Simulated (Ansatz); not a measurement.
# Br: the crystal squeezed far

An exercise on one series of results from a longer session: the logs are not shown, and one member is left open.

Computed with Ansatz 0.2.0 (DFT PBE, with the methods named in each step, unless a step's input says otherwise).

### The structure to begin with

The structure is tetragonal, space group I4_1/amd (No. 141). Conventional cell: a = 5.870 Å, b = 5.870 Å, c = 3.228 Å, α = 90.00°, β = 90.00°, γ = 90.00°. Around Br (site symmetry -4m2) lie 6 Br at 3.04 to 3.23 Å.

Structure file:

```cif
data_structure
_symmetry_space_group_name_H-M 'I4_1/amd:1'
_symmetry_Int_Tables_number 141
_cell_length_a 5.8699
_cell_length_b 5.8699
_cell_length_c 3.2285
_cell_angle_alpha 90.000
_cell_angle_beta 90.000
_cell_angle_gamma 90.000
_cell_volume 111.24
loop_
_atom_site_label
_atom_site_type_symbol
_atom_site_symmetry_multiplicity
_atom_site_Wyckoff_symbol
_atom_site_fract_x
_atom_site_fract_y
_atom_site_fract_z
_atom_site_occupancy
Br1 Br 4 b 0.00000 0.00000 0.50000 1
```

The file gives the conventional cell by its symmetry; the runs use the cell typed in the input.

Whether this phase is the stable one at these pressures isn't tested.

Atoms are numbered in the order of the input: Br1, Br2.

Set-up of the first run:

Contents of input.yaml:

```yaml
crystal:
  lattice:
    - [-2.9349639277, 2.9349639277, 1.6142301602]
    - [2.9349639277, -2.9349639277, 1.6142301602]
    - [2.9349639277, 2.9349639277, -1.6142301602]
  atoms:
    - { symbol: Br, position: [-0.375, -0.125, -0.25] }
    - { symbol: Br, position: [0.375, 0.125, 0.25] }
kpoints:
  mp_grid: { grid: [13, 13, 13] }
scf:
  occupations: { method: fermi_dirac, width: 0.1 }
hamiltonian:
  xc: pbe
  pseudopotentials: { kind: paw }
output:
  forces: true
  stress: true
relax:
  f_tol: 0.005
  max_steps: 40
  cell: {}
```

The run is started by

```bash
$ ansatz run input.yaml --threads 1 --pin off --max-ram 2048MiB --backend cpu --events-out ev --progress --plain --runs-dir out
```

Steps of the session up to this table: Cell relaxed at zero pressure, PAW; Volume scaled by 1, PAW; Shape and atoms relaxed at 0.88 of the volume, PAW; Volume scaled by 0.88, PAW; Shape and atoms relaxed at 0.78 of the volume, PAW; Volume scaled by 0.78, PAW; Shape and atoms relaxed at 0.68 of the volume, PAW; Volume scaled by 0.68, PAW; Shape and atoms relaxed at 0.58 of the volume, PAW; Volume scaled by 0.58, PAW; Shape and atoms relaxed at 0.5 of the volume, PAW; More of the same log: shape and atoms relaxed at 0.5 of the volume; Volume scaled by 0.5, PAW; Shape and atoms relaxed at 0.43 of the volume, PAW; Volume scaled by 0.43, PAW; Volume scaled by 0.43, PAW (level accurate).

One table of the session follows, with a row left open; its other results are not shown here.

| method | volume over the first | volume (Å³/atom) | pressure (GPa) |
| --- | --- | --- | --- |
| PAW | 1 | 31.694 | 0.01 |
| PAW | 0.88 | ? | ? |
| PAW | 0.78 | 24.721 | 9.03 |
| PAW | 0.68 | 21.552 | 20.12 |
| PAW | 0.58 | 18.383 | 41.68 |
| PAW | 0.5 | 15.847 | 74.56 |
| PAW | 0.43 | 13.628 | 125.93 |
| PAW (level accurate) | 0.43 | 13.628 | 125.76 |

Estimate the missing values for PAW, 0.88.

**Answer.** volume (Å³/atom): 27.891; pressure (GPa): 3.28. In the column «volume (Å³/atom)» it lies between PAW, 0.78 (24.721) and PAW, 1 (31.694).
